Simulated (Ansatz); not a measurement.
# Dielectric response of SrO (110) films, part 2 of 7

How well do thin rocksalt SrO (110) films screen a perpendicular field?

Ansatz 0.2.0; plane-wave DFT, PBEsol, Ansatz PAW.

So far. Step 2 (Relaxation, 10 atoms, units 5): The gap is 1.70 eV, with the valence edge 3.11 eV and the conduction edge 1.40 eV under the upper vacuum level.

### Step 3. Single point on the relaxed film, 10 atoms, units 5

The film was relaxed beforehand; a single point on the relaxed positions gives its levels and potential.

File input.yaml:

```yaml
crystal:
  lattice:
    - [3.64867099, 0.0, 0.0]
    - [0.0, 5.16, 0.0]
    - [0.0, 0.0, 25.2973419818]
  atoms:
    - { symbol: Sr, position: [0.5, 0.5, 0.3615128791] }
    - { symbol: O, position: [0.5, 0.0, 0.3649165741] }
    - { symbol: Sr, position: [0.0, 0.0, 0.426464398] }
    - { symbol: O, position: [0.0, 0.5, 0.4248371372] }
    - { symbol: Sr, position: [0.5, 0.5, 0.4999999995] }
    - { symbol: O, position: [0.5, 0.0, 0.5000000005] }
    - { symbol: Sr, position: [0.0, 0.0, 0.573535603] }
    - { symbol: O, position: [0.0, 0.5, 0.5751628622] }
    - { symbol: Sr, position: [0.5, 0.5, 0.6384871198] }
    - { symbol: O, position: [0.5, 0.0, 0.6350834264] }
kpoints:
  mp_grid: { grid: [8, 6, 1] }
hamiltonian:
  xc: pbesol
scf:
  occupations: { method: fixed }
  convergence: { dr2_threshold: 1.0e-09 }
efield:
  axis: 3
  dipole_correction: true
  ramp_position: 0.97
  ramp_width: 0.06
output:
  eigenvalues: true
  write_potential: true
  write_density: true
  volumetric_format: npy
```

Launch:

```
ansatz run input.yaml --threads 4 --pin off --max-ram 16384MiB --backend cpu --events-out ev --progress --plain --runs-dir out
```

Numbers of over 12 decimals in the logs are rounded to 6 here.

What it wrote:

```text
[...]
Crystal: 10 atoms, lattice volume = 476.277 Å³
Basis set: ecut = 420 eV, 9317 PW (Γ)
Bands: 50, of which v1, the nominal top of the filled ones, is band 40 counted from 1 (39 counted from 0)
Symmetry: 4 space group operations
k-points: 20 of 48
[...]
SCF iter   1: F=—  HF=-20277.596518 eV  |F-HF|=—  |Δ(HF+E_count)|=         —  Δρ=7.78e-3  dr2=2.67e-1  ethr=1.77e-3  p=-0.000 e·Å  D=-3.26e-9 V/Å  ΔV_dip=0.00 eV  dr2_dipole=1.23e-9  V_vac-E_F(+/−)=3.14/3.14 eV  ⟨swp⟩=6.5  Hψ=4850  notcnv=0  defer=164
[...]
SCF iter  10: F=-20277.543660 eV  HF=-20277.543660 eV  |F-HF|=4.84e-10  |Δ(HF+E_count)|=   4.68e-9  Δρ=2.96e-7  dr2=3.43e-10  ethr=1.25e-12  p=-0.000 e·Å  D=-3.36e-8 V/Å  ΔV_dip=0.00 eV  dr2_dipole=5.84e-16  V_vac-E_F(+/−)=3.11/3.11 eV  ⟨swp⟩=21.9  Hψ=6622  notcnv=0
SCF 1 converged in 10 iterations: F = -20277.543660 eV  dr2 = 3.43e-10
[...]
SCF converged after 10 iterations
Free energy (F): -20277.543660 eV
[...]
Internal energy: -20277.543660 eV  (E = F + TS)
E sigma→0 (E₀):  -20277.543660 eV
Fermi energy:    1.058288 eV
Dipole field:    D = -0.000000 V/Å  (p = -0.000000 e·Å, saw-weighted, corrected)
Work function:   Φ+ = 3.1066 eV   Φ− = 3.1066 eV
[...]
--- Band table (eV; the first three rows and the last of 20) ---
  k-point 0: bands = [... 36 lower, 0.6543, 0.7342, 0.7615, 1.0583, 2.7592, 2.9753, 3.6995, 4.1803, ... 6 higher]
  k-point 1: bands = [... 36 lower, 0.3215, 0.7294, 0.7311, 1.0276, 2.9295, 3.1026, 3.7947, 4.3367, ... 6 higher]
  k-point 2: bands = [... 36 lower, 0.1054, 0.6723, 0.6766, 0.9692, 3.2757, 3.4066, 3.9901, 4.7623, ... 6 higher]
  k-point 19: bands = [... 36 lower, 0.2299, 0.4922, 0.6502, 0.6893, 4.8103, 4.8167, 5.8369, 5.9983, ... 6 higher]
```

It took 20 s on 4 threads of Arm Neoverse V1, shared host; peak memory 1.1 GiB.

Numbers from this step:

* gap on the k-mesh: 1.701 eV
* dipole along the normal: -3.30e-8 e·Å
* ionisation energy, upper face: 3.107 eV
* electron affinity, upper face: 1.406 eV

Running mean over 1.824 Å of the planar mean; the ramp of the sawtooth is left out. Electron's electrostatic potential energy less the highest filled level against z:

```
z (Å)  electron's electrostatic potential energy less the highest filled level (eV)
  3.5                                                                          3.11
  4.0                                                                          3.11
  4.5                                                                          3.11
  5.0                                                                          3.10
  5.5                                                                          3.10
  6.0                                                                          3.09
  6.5                                                                          3.05
  7.0                                                                          2.94
  7.5                                                                          2.49
  8.0                                                                         0.389
  8.5                                                                         -3.58
  9.0                                                                         -5.86
  9.5                                                                         -7.01
 10.0                                                                         -7.88
 10.5                                                                         -6.94
 11.0                                                                         -6.25
 11.5                                                                         -5.95
 12.0                                                                         -6.03
 12.5                                                                         -6.29
 13.0                                                                         -6.21
 13.5                                                                         -5.94
 14.0                                                                         -6.05
 14.5                                                                         -6.40
 15.0                                                                         -7.46
 15.5                                                                         -7.73
 16.0                                                                         -6.46
 16.5                                                                         -5.24
 17.0                                                                         -1.99
 17.5                                                                          1.57
 18.0                                                                          2.76
 18.5                                                                          3.00
 19.0                                                                          3.07
 19.5                                                                          3.09
 20.0                                                                          3.10
 20.5                                                                          3.11
 21.0                                                                          3.11
 21.5                                                                          3.11
 22.0                                                                          3.11
```

The gap is 1.70 eV, with the valence edge 3.11 eV and the conduction edge 1.41 eV under the upper vacuum level.

### Step 4. Single point, 10 atoms, units 5, field 0.05 V/Å

A sawtooth potential applies the field, turning back in the middle of the vacuum. With the dipole correction the typed value is the field outside the slab. The induced dipole is small, so the SCF threshold is tight.

input.yaml: that of step 3 with these lines changed.

```diff
@@ -22,3 +22,3 @@
   occupations: { method: fixed }
-  convergence: { dr2_threshold: 1.0e-09 }
+  convergence: { dr2_threshold: 1.0e-10 }
 efield:
@@ -28,4 +28,4 @@
   ramp_width: 0.06
+  amplitude: 0.05
 output:
-  eigenvalues: true
   write_potential: true
```

What it wrote:

```text
[...]
Crystal: 10 atoms, lattice volume = 476.277 Å³
Basis set: ecut = 420 eV, 9317 PW (Γ)
Bands: 50, of which v1, the nominal top of the filled ones, is band 40 counted from 1 (39 counted from 0)
Symmetry: 4 space group operations
k-points: 20 of 48
[...]
SCF iter   1: F=—  HF=-20291.644566 eV  |F-HF|=—  |Δ(HF+E_count)|=         —  Δρ=8.27e-2  dr2=4.84e1  ethr=3.10e-3  p=0.054 e·Å  D=2.05e-2 V/Å  ΔV_dip=-0.52 eV  dr2_dipole=5.03e-4  V_vac-E_F(+/−)=12.94/12.31 eV  ⟨swp⟩=8.6  Hψ=5674  notcnv=0  defer=155
[...]
SCF iter  15: F=-20277.544692 eV  HF=-20277.544692 eV  |F-HF|=1.82e-11  |Δ(HF+E_count)|=  6.29e-10  Δρ=1.38e-7  dr2=7.90e-11  ethr=1.00e-12  p=0.041 e·Å  D=1.57e-2 V/Å  ΔV_dip=-0.40 eV  dr2_dipole=1.80e-13  V_vac-E_F(+/−)=3.46/2.71 eV  ⟨swp⟩=20.1  Hψ=6878  notcnv=0
SCF 1 converged in 15 iterations: F = -20277.544692 eV  dr2 = 7.90e-11
[...]
SCF converged after 15 iterations
[...]
Free energy (F): -20277.544692 eV
[...]
Internal energy: -20277.544692 eV  (E = F + TS)
E sigma→0 (E₀):  -20277.544692 eV
Fermi energy:    1.062127 eV
Dipole field:    D = 0.015691 V/Å  (p = 0.041299 e·Å, saw-weighted, corrected)
Work function:   not extracted (applied field tilts the vacuum); planar V_es + V_field profile in the machine report
[...]
--- Band table (eV; the first three rows and the last of 20) ---
  k-point 0: bands = [... 36 lower, 0.6866, 0.7358, 0.7573, 1.0621, 2.7237, 3.0057, 3.6954, 4.0916, ... 6 higher]
  k-point 1: bands = [... 36 lower, 0.3531, 0.7268, 0.7312, 1.0314, 2.8867, 3.1407, 3.7918, 4.2433, ... 6 higher]
  k-point 2: bands = [... 36 lower, 0.1039, 0.6681, 0.6782, 0.9730, 3.2277, 3.4506, 3.9885, 4.6495, ... 6 higher]
  k-point 19: bands = [... 36 lower, 0.2249, 0.4967, 0.6224, 0.7163, 4.7483, 4.8778, 5.8294, 5.9525, ... 6 higher]
```

Wall time 27 s (4 threads); peak memory 1.1 GiB.

This step gave:

```
gap on the k-mesh       : 1.662 eV
dipole along the normal : 0.04130 e·Å
```

The dipole is 0.0413 e·Å, and the gap on the mesh 1.662 eV.

### Step 5. Single point, 10 atoms, units 5, field -0.05 V/Å

input.yaml: that of step 4 with these lines changed.

```diff
@@ -28,3 +28,3 @@
   ramp_width: 0.06
-  amplitude: 0.05
+  amplitude: -0.05
 output:
```

What it wrote:

```text
[...]
Crystal: 10 atoms, lattice volume = 476.277 Å³
Basis set: ecut = 420 eV, 9317 PW (Γ)
Bands: 50, of which v1, the nominal top of the filled ones, is band 40 counted from 1 (39 counted from 0)
Symmetry: 4 space group operations
k-points: 20 of 48
[...]
k-point 0: bands = [... 36 lower, 0.6866, 0.7358, 0.7573, 1.0621, 2.7237, 3.0057, 3.6954, 4.0916, ... 6 higher]
  k-point 1: bands = [... 36 lower, 0.3531, 0.7268, 0.7312, 1.0314, 2.8867, 3.1407, 3.7918, 4.2433, ... 6 higher]
  k-point 2: bands = [... 36 lower, 0.1039, 0.6681, 0.6782, 0.9730, 3.2277, 3.4507, 3.9885, 4.6495, ... 6 higher]
  k-point 19: bands = [... 36 lower, 0.2249, 0.4967, 0.6224, 0.7163, 4.7483, 4.8778, 5.8294, 5.9525, ... 6 higher]
[key lines of the parts left out:]
SCF converged after 15 iterations
Free energy (F): -20277.544692 eV
Fermi energy:    1.062128 eV
Dipole field:    D = -0.015691 V/Å  (p = -0.041300 e·Å, saw-weighted, corrected)
```

The job ended after 28 s (4 threads; peak memory 1.1 GiB; 1.7 min of CPU time).

The dipole is -0.0413 e·Å, and the gap on the mesh 1.662 eV.

### Step 6. Response with the atoms held, 10 atoms, units 5

This step: plane-wave DFT, PBEsol, Ansatz PAW; response to a field along the normal, atoms held (Ansatz 0.2.0).

The two fields give this film's response with the atoms held: the electronic part.

This step gave:

| Property | Result |
| --- | --- |
| equivalent conductor thickness p/(ε₀AE) | 7.939 Å |
| distance between the outer atoms | 7.007 Å |
| thickness | 9.122 Å |

Local field over the applied field, running mean. From the potentials at -0.05 and 0.05 V/Å; running mean over 1.824 Å, taken twice. Local field over applied field against z:

```
z (Å)  local field over applied field
  4.5                           0.994
  5.0                           0.987
  5.5                           0.973
  6.0                           0.943
  6.5                           0.887
  7.0                           0.793
  7.5                           0.660
  8.0                           0.503
  8.5                           0.352
  9.0                           0.241
  9.5                           0.184
 10.0                           0.178
 10.5                           0.203
 11.0                           0.233
 11.5                           0.256
 12.0                           0.264
 12.5                           0.266
 13.0                           0.265
 13.5                           0.262
 14.0                           0.248
 14.5                           0.221
 15.0                           0.191
 15.5                           0.175
 16.0                           0.201
 16.5                           0.280
 17.0                           0.410
 17.5                           0.568
 18.0                           0.718
 18.5                           0.837
 19.0                           0.914
 19.5                           0.957
 20.0                           0.980
 20.5                           0.991
 21.0                           0.996
```

The induced electron density oscillates, so the rows of the table below give means over windows of 0.5 Å about each position, cut where the curve ends. Its maxima inside the range that stand out by 2 % of the span (Å: e/Å³ per V/Å): 8.15: 0.00294, 9.28: 0.00112, 10.26: -2.8e-4, 10.96: -3.6e-4, 12.09: 0.00108, 12.79: 1.9e-4, 13.91: 9.2e-4, 14.62: 7.0e-4, 15.46: 7.1e-4, 16.30: 6.8e-5. Its minima: 8.99: -6.8e-5, 9.84: -7.1e-4, 10.68: -7.0e-4, 11.38: -9.2e-4, 12.51: -1.9e-4, 13.21: -0.00108, 14.34: 3.6e-4, 15.04: 2.8e-4, 16.02: -0.00112, 17.15: -0.00294.

Electrons, planar mean, per unit field. The induced electron density by z; means over each step:

```
z (Å)  induced electron density (e/Å³ per V/Å)
  4.5                                   2.8e-5
  5.0                                   6.3e-5
  5.5                                   1.3e-4
  6.0                                   2.9e-4
  6.5                                   5.7e-4
  7.0                                  0.00111
  7.5                                  0.00192
  8.0                                  0.00275
  8.5                                  0.00217
  9.0                                   4.4e-4
  9.5                                   1.7e-4
 10.0                                  -5.0e-4
 10.5                                  -5.4e-4
 11.0                                  -5.5e-4
 11.5                                  -4.9e-4
 12.0                                   8.2e-4
 12.5                                   7.9e-5
 13.0                                  -4.3e-4
 13.5                                  -4.4e-4
 14.0                                   7.4e-4
 14.5                                   5.4e-4
 15.0                                   4.2e-4
 15.5                                   5.4e-4
 16.0                                  -5.9e-4
 16.5                                  -8.1e-4
 17.0                                 -0.00272
 17.5                                 -0.00246
 18.0                                 -0.00156
 18.5                                  -8.5e-4
 19.0                                  -4.4e-4
 19.5                                  -2.1e-4
 20.0                                  -1.0e-4
 20.5                                  -4.5e-5
 21.0                                  -2.3e-5
```

By hand: between -0.05 and 0.05 V/Å the dipole changes by 0.08260 e·Å, a slope of 0.8260 e·Å²/V. A perfect conductor of thickness t has p = ε₀AEt, so t = 180.95 × 0.8260 / 18.827 = 7.94 Å (e/ε₀ = 180.95 V·Å, A in Å²).

The induced dipole is that of a conductor 7.94 Å thick.

### Step 7. Field on, atoms free, 10 atoms, field 0.05 V/Å

This step: plane-wave DFT, PBEsol, Ansatz PAW (Ansatz 0.2.0).

Now the atoms may follow the field. A weak field makes forces of meV/Å to tens of meV/Å, so the force tolerance is set well below the usual one.

input.yaml: that of step 5 with these lines changed.

```diff
@@ -28,3 +28,6 @@
   ramp_width: 0.06
-  amplitude: -0.05
+  amplitude: 0.05
+relax:
+  f_tol: 0.0006
+  max_steps: 70
 output:
```

What it wrote:

```text
[...]
Crystal: 10 atoms, lattice volume = 476.277 Å³
Basis set: ecut = 420 eV, 9317 PW (Γ), exchange–correlation on 50×72×360 points (8 copies of the dense FFT grid, shifted against one another)
Bands: 50, of which v1, the nominal top of the filled ones, is band 40 counted from 1 (39 counted from 0)
Symmetry: 4 space group operations
k-points: 20 of 48
[...]
SCF iter   1: F=—  HF=-20291.644565 eV  |F-HF|=—  |Δ(HF+E_count)|=         —  Δρ=8.27e-2  dr2=4.84e1  ethr=3.10e-3  p=0.054 e·Å  D=2.05e-2 V/Å  ΔV_dip=-0.52 eV  dr2_dipole=5.03e-4  V_vac-E_F(+/−)=12.94/12.31 eV  ⟨swp⟩=8.6  Hψ=5621  notcnv=0  defer=154
[...]
SCF iter  15: F=-20277.544445 eV  HF=-20277.544445 eV  |F-HF|=3.64e-12  |Δ(HF+E_count)|=  6.44e-10  Δρ=1.36e-7  dr2=7.72e-11  ethr=1.00e-12  p=0.041 e·Å  D=1.57e-2 V/Å  ΔV_dip=-0.40 eV  dr2_dipole=2.14e-13  V_vac-E_F(+/−)=3.46/2.71 eV  ⟨swp⟩=7.0  Hψ=6508  notcnv=0
SCF 1 converged in 15 iterations: F = -20277.544445 eV  dr2 = 7.72e-11
[...]
relax step   1: F+E_penalty+E_count = -20277.54444520 eV  Δ(F+E_penalty+E_count) = +0.000e0 eV  max|allowed force component| = 3.244e-2 eV/Å  Δτ_max = 0.0000 Å  (15 SCF iters, accepted)
[...]
SCF iter  11: F=-20277.542635 eV  HF=-20277.542635 eV  |F-HF|=1.82e-11  |Δ(HF+E_count)|=  1.20e-10  Δρ=9.85e-8  dr2=2.46e-11  ethr=1.00e-12  p=0.076 e·Å  D=2.90e-2 V/Å  ΔV_dip=-0.73 eV  dr2_dipole=6.36e-14  V_vac-E_F(+/−)=3.29/2.87 eV  ⟨swp⟩=7.1  Hψ=5291  notcnv=0
SCF 2 converged in 11 iterations: F = -20277.542635 eV  dr2 = 2.46e-11
[...]
relax step   2: F+E_penalty+E_count = -20277.54263489 eV  Δ(F+E_penalty+E_count) = +1.810e-3 eV  max|allowed force component| = 1.000e-1 eV/Å  Δτ_max = 0.0155 Å  (11 SCF iters, rejected (line search))
SCF iter   1: F=—  HF=-20277.545725 eV  |F-HF|=—  |Δ(HF+E_count)|=         —  Δρ=4.94e-4  dr2=2.81e-3  ethr=4.32e-5  p=0.076 e·Å  D=2.90e-2 V/Å  ΔV_dip=-0.73 eV  dr2_dipole=1.20e-3  V_vac-E_F(+/−)=3.29/2.87 eV  ⟨swp⟩=5.0  Hψ=1880  notcnv=0  defer=160
[...]
SCF iter  10: F=-20277.544697 eV  HF=-20277.544697 eV  |F-HF|=4.00e-11  |Δ(HF+E_count)|=  9.82e-11  Δρ=1.49e-7  dr2=6.69e-11  ethr=1.00e-12  p=0.051 e·Å  D=1.94e-2 V/Å  ΔV_dip=-0.49 eV  dr2_dipole=1.51e-12  V_vac-E_F(+/−)=3.42/2.76 eV  ⟨swp⟩=8.1  Hψ=5787  notcnv=0
SCF 3 converged in 10 iterations: F = -20277.544697 eV  dr2 = 6.69e-11
relax step   3: F+E_penalty+E_count = -20277.54469689 eV  Δ(F+E_penalty+E_count) = -2.517e-4 eV  max|allowed force component| = 4.558e-3 eV/Å  Δτ_max = 0.0034 Å  (10 SCF iters, accepted)
[...]
relax step   4: F+E_penalty+E_count = -20277.54458418 eV  Δ(F+E_penalty+E_count) = +1.127e-4 eV  max|allowed force component| = 3.291e-2 eV/Å  Δτ_max = 0.0032 Å  (9 SCF iters, rejected (line search))
SCF iter   1: F=—  HF=-20277.544993 eV  |F-HF|=—  |Δ(HF+E_count)|=         —  Δρ=9.62e-5  dr2=1.60e-4  ethr=1.94e-6  p=0.056 e·Å  D=2.12e-2 V/Å  ΔV_dip=-0.54 eV  dr2_dipole=5.43e-5  V_vac-E_F(+/−)=3.40/2.78 eV  ⟨swp⟩=2.5  Hψ=1692  notcnv=0  defer=160
[...]
SCF iter   9: F=-20277.544699 eV  HF=-20277.544699 eV  |F-HF|=6.55e-11  |Δ(HF+E_count)|=  2.00e-10  Δρ=6.93e-8  dr2=1.85e-11  ethr=1.00e-12  p=0.051 e·Å  D=1.96e-2 V/Å  ΔV_dip=-0.49 eV  dr2_dipole=3.41e-13  V_vac-E_F(+/−)=3.42/2.76 eV  ⟨swp⟩=7.0  Hψ=5539  notcnv=0
SCF 5 converged in 9 iterations: F = -20277.544699 eV  dr2 = 1.85e-11
relax step   5: F+E_penalty+E_count = -20277.54469944 eV  Δ(F+E_penalty+E_count) = -2.555e-6 eV  max|allowed force component| = 5.243e-4 eV/Å  Δτ_max = 0.0004 Å  (9 SCF iters, accepted)
NSCF: frozen V_eff on 20 k-points
[...]
SCF converged after 9 iterations
[...]
Free energy (F): -20277.544699 eV
[...]
Internal energy: -20277.544699 eV  (E = F + TS)
E sigma→0 (E₀):  -20277.544699 eV
Fermi energy:    1.058313 eV
Dipole field:    D = 0.019559 V/Å  (p = 0.051480 e·Å, saw-weighted, corrected)
Work function:   not extracted (applied field tilts the vacuum); planar V_es + V_field profile in the machine report
[...]
--- Forces (eV/Å), atoms counted from 1 ---
  atom   1  Sr     0.00000000    -0.00000000    -0.00036298
  atom   2  O      0.00000000    -0.00000000    -0.00017938
  atom   3  Sr     0.00000000     0.00000000     0.00010143
  atom   4  O      0.00000000     0.00000000     0.00052445
  atom   5  Sr     0.00000000    -0.00000000    -0.00020000
  atom   6  O      0.00000000    -0.00000000    -0.00016552
  atom   7  Sr     0.00000000     0.00000000     0.00012790
  atom   8  O      0.00000000     0.00000000     0.00038103
  atom   9  Sr     0.00000000    -0.00000000    -0.00031139
  atom  10  O      0.00000000     0.00000000     0.00008622
  max |Σ_I F_I| component: 1.76e-6 eV/Å
--- Band table (eV; the first three rows and the last of 20) ---
  k-point 0: bands = [... 36 lower, 0.6570, 0.7341, 0.7614, 1.0583, 2.7486, 2.9845, 3.6984, 4.1254, ... 6 higher]
  k-point 1: bands = [... 36 lower, 0.3248, 0.7294, 0.7310, 1.0276, 2.9161, 3.1147, 3.7942, 4.2788, ... 6 higher]
  k-point 2: bands = [... 36 lower, 0.1054, 0.6722, 0.6766, 0.9692, 3.2606, 3.4201, 3.9902, 4.6896, ... 6 higher]
  k-point 19: bands = [... 36 lower, 0.2295, 0.4925, 0.6465, 0.6929, 4.7882, 4.8387, 5.8367, 5.9844, ... 6 higher]
--- Relaxed structure (5 steps of the walk, 3 accepted, 0 SCFs on fresh bases) ---
  F+E_penalty+E_count = -20277.54469944 eV   max|allowed force component| = 5.243e-4 eV/Å
  atoms:
    - { symbol: Sr, position: [0.5, 0.500000, 0.361620] }
    - { symbol: O, position: [0.5, 0, 0.364793] }
    - { symbol: Sr, position: [0.0, 0, 0.426465] }
    - { symbol: O, position: [0.0, 0.500000, 0.424856] }
    - { symbol: Sr, position: [0.5, 0.500000, 0.500114] }
    - { symbol: O, position: [0.5, 0, 0.499872] }
    - { symbol: Sr, position: [0.0, 0, 0.573537] }
    - { symbol: O, position: [0.0, 0.500000, 0.575183] }
    - { symbol: Sr, position: [0.5, 0.500000, 0.638598] }
    - { symbol: O, position: [0.5, 0, 0.634962] }
```

Wall time 69 s (4 threads); peak memory 0.96 GiB; 4.5 min of CPU time.

No atom moved by 0.005 Å in the relaxation.

This step gave:

```
gap on the k-mesh       : 1.690 eV
dipole along the normal : 0.05148 e·Å
```

The relaxation took 5 steps and lowered the energy by 2.5e-4 eV; the largest force on the free atoms ends at 5.2e-4 eV/Å.

The dipole is 0.0515 e·Å, and the gap on the mesh 1.690 eV.

(Continued in part 3 of 7.)

[Logs are printed without paths, hosts, clocks, repeated set-up lines and the standing remarks that a program may print on its own settings, such as how far it seeks lower states.]

[Hosts, paths, dates, database ids (printed as entryN), source tags and the programs' standing remarks are cut or masked in the printed files.]

[Maps of the electrostatic potential energy from Ansatz leave out the sawtooth potential of an applied field or a dipole correction, so their vacuum need not be flat; planar profiles and work functions include it.]
